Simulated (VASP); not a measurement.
# SiC (Moissanite 3C): phonons with LDA

SiC (Moissanite 3C):

```xyz
2
Lattice="0.0000 2.1790 2.1790 2.1790 0.0000 2.1790 2.1790 2.1790 0.0000" Properties=species:S:1:pos:R:3 pbc="T T T"
Si    0.0000    0.0000    0.0000
C     3.2685    3.2685    3.2685
```

```
Program                : VASP 6.6.1
Task                   : phonons
Functional             : LDA
Potentials or basis    : VASP PAW LDA potentials, release 64 (Si, C)
Cutoff                 : 600 eV
k mesh                 : 7 × 7 × 7
Occupations            : fermi-dirac, width 0.05 eV
Spin                   : no spin polarisation
Further INCAR settings : ALGO = Fast; EDIFF = 1e-08; IBRION = 6; POTIM = 0.015; NSW = 1
```

| Item | Value |
| --- | --- |
| Relaxed volume | 10.15 Å³/atom |
| Relaxed cell | a = 3.062 Å, b = 3.062 Å, c = 3.062 Å, α = 60.00°, β = 60.00°, γ = 60.00° |
| Space group after relaxing (to 0.05 Å) | F-43m (No. 216) |
| Highest phonon frequency at Γ, LO-TO splitting left out | 797 cm⁻¹ |

The path:
```csv
step,energy change (eV),largest force (eV/Å),pressure (GPa),volume (Å³)
1,0.0000,0.0000,-4.17,20.69
2,0.0009,0.0000,4.83,19.90
3,-0.0051,0.0000,-0.02,20.31
```

Final structure:
```yaml
crystal:
  lattice:
    - [0.00000, 2.16534, 2.16534]
    - [2.16534, 0.00000, 2.16534]
    - [2.16534, 2.16534, 0.00000]
  atoms:
    - { symbol: Si, position: [0.00000, 0.00000, 0.00000] }
    - { symbol: C, position: [0.75000, 0.75000, 0.75000] }
```

Phonon frequencies in cm⁻¹ (negative: imaginary):
| q point | frequencies |
| --- | --- |
| (0.000, 0.000, 0.000) | 0 0 0 797 797 797 |

It took 28 s on 1 thread of Intel(R) Xeon(R) Platinum 8375C CPU @ 2.90GHz (Ice Lake), with other jobs on the host, peak memory 0.14 GiB.
